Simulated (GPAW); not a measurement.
PbF2 (Fluorocronite):

```
Pb F
1.0
     0.00000    2.96366    2.96366
     2.96366    0.00000    2.96366
     2.96366    2.96366    0.00000
Pb F
1 2
Cartesian
  0.0000 0.0000 0.0000
  4.4455 4.4455 4.4455
  1.4818 1.4818 1.4818
```

Base run:

| Quantity | Value |
| --- | --- |
| Program | GPAW 26.7.0 |
| Functional | r2SCAN |
| Potentials or basis | GPAW PAW data sets (gpaw-data 1.2.1) |
| Cutoff | 800 eV |
| Basis | pw |
| k mesh | 8 × 8 × 8 |
| Occupations | fermi-dirac, width 0.05 eV |
| Spin | no spin polarisation |

Its results: band gap on the k mesh 4.86 eV, indirect (least direct gap 5.01 eV); pressure -1.8 GPa.

The run is repeated on the same cell with these changes: functional from r2SCAN to PBEsol; potentials or basis from GPAW PAW data sets (gpaw-data 1.2.1) to PAW data sets generated in the run's folder for this functional. What comes out?

Band gap on the k mesh 4.23 eV, indirect (least direct gap 4.39 eV); pressure -2.5 GPa.

Caveats: spin-orbit coupling is left out, which as a rule narrows the gap of such compounds by several tenths of an eV; the PAW data sets were made with another functional, which shifts forces and pressure a little (some runs).
